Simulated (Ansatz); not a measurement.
BaSnO$_{3}$ (cubic perovskite, Pm-3m), plane-wave PAW LDA (Ansatz code): ε∞ = 4.79, cell volume 68.05 Å³. Infrared-active transverse modes:

```
ω_TO (cm⁻¹)  oscillator strength S_xx (e²/amu)
-----------  ---------------------------------
128.1                                   0.1455
228.5                                   0.6304
639.0                                   0.6113
```

**Question.** Compute the static dielectric constant.

**Answer.** Each mode adds (4.921e7/V) S/ω²: 6.41, 8.73, 1.08. So ε0 = 21.0.

The cell was relaxed with LDA under the symmetry of its start; phonons on a q-mesh show no instability. Spin–orbit coupling is left out wherever it is not named.

Potentials: the later of the program's two PAW sets.
